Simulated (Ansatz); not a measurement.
# GaN: how the settings move a relaxation

How sensitive is a relaxation of GaN to its settings? A reference run comes first, then one run with altered input.

Computed with Ansatz 0.2.0 (reference: DFT PBE, scalar-relativistic, plane waves, PAW, unless a step's input says otherwise).

4 further runs of the same task are left out: 4 set aside as unsound or not needed.

## (1) Starting point

It takes space group P6_3mc (No. 186, hexagonal). Conventional cell: a = 3.189 Å, b = 3.189 Å, c = 5.192 Å, α = 90.00°, β = 90.00°, γ = 120.00°. Around Ga (site symmetry 3m) lie 4 N at 1.95 to 1.96 Å. N (site symmetry 3m) is surrounded by 4 Ga at 1.95 to 1.96 Å.

As a file:

```cif
data_structure
_symmetry_space_group_name_H-M 'P 1'
_symmetry_Int_Tables_number 1
_cell_length_a 3.1889
_cell_length_b 3.1889
_cell_length_c 5.1924
_cell_angle_alpha 90.000
_cell_angle_beta 90.000
_cell_angle_gamma 120.000
_cell_volume 45.73
loop_
_atom_site_label
_atom_site_type_symbol
_atom_site_fract_x
_atom_site_fract_y
_atom_site_fract_z
_atom_site_occupancy
Ga1 Ga 0.66667 0.33333 0.49908 1
Ga2 Ga 0.33333 0.66667 0.99908 1
N1 N 0.66667 0.33333 0.87592 1
N2 N 0.33333 0.66667 0.37592 1
```

## (2) The reference run

Input file input.yaml:

```yaml
crystal:
  lattice:
    - [3.1889304035, 0.0, 0.0]
    - [-1.5944652018, 2.7616947404, 0.0]
    - [0.0, 0.0, 5.19235725]
  atoms:
    - { symbol: Ga, position: [0.66666667, 0.33333333, 0.49908371] }
    - { symbol: Ga, position: [0.33333333, 0.66666667, 0.99908371] }
    - { symbol: "N", position: [0.66666667, 0.33333333, 0.87591629] }
    - { symbol: "N", position: [0.33333333, 0.66666667, 0.37591629] }
basis:
  ecutwfc: 420
kpoints:
  mp_grid: { grid: [9, 9, 6] }
hamiltonian:
  xc: pbe
scf:
  occupations: { method: gaussian, width: 0.02 }
output:
  forces: true
  stress: true
  eigenvalues: true
relax:
  adjacent_minimum: "off"
  f_tol: 0.005
  max_steps: 80
  cell: { stress_tol: 0.05 }
```

Command:

```console
$ ansatz run input.yaml --threads 8 --pin off --max-ram 16384MiB --backend cpu --events-out ev --progress --plain --runs-dir out
```

## (3) Variant: mp_grid.grid [11, 11, 8], occupations.width 0.1, chi_scale 0.0

input.yaml: that of step 2 with these lines changed.

```diff
@@ -13,3 +13,3 @@
 kpoints:
-  mp_grid: { grid: [9, 9, 6] }
+  mp_grid: { grid: [11, 11, 8] }
 hamiltonian:
@@ -17,7 +17,8 @@
 scf:
-  occupations: { method: gaussian, width: 0.02 }
+  occupations: { method: gaussian, width: 0.1 }
+  initial_density: { chi_scale: 0.0 }
 output:
   forces: true
+  eigenvalues: true
   stress: true
-  eigenvalues: true
 relax:
```

Before running it: what results should come out? Wanted: for each run, ending; energy change; pressure; gap; force.

The runs gave:

```csv
run,ending,energy change,pressure (GPa),gap (eV),force (eV/Å),cycles,time
reference,converged,0,0.0,1.71,0.00,-,5.9 s
"1: mp_grid.grid [11, 11, 8], occupations.width 0.1, chi_scale 0.0",converged,0.0 meV/atom (σ→0),0.0,1.71,0.00,-,9.6 s
```

**Reading.** Changing the k-point mesh, smearing and start leaves the energy as it was (0.0 meV/atom). Cost: 9.6 s against 5.9 s.

These are semilocal Kohn-Sham gaps, which aren't the measured quantity. Such gaps usually fall short of the measured ones.
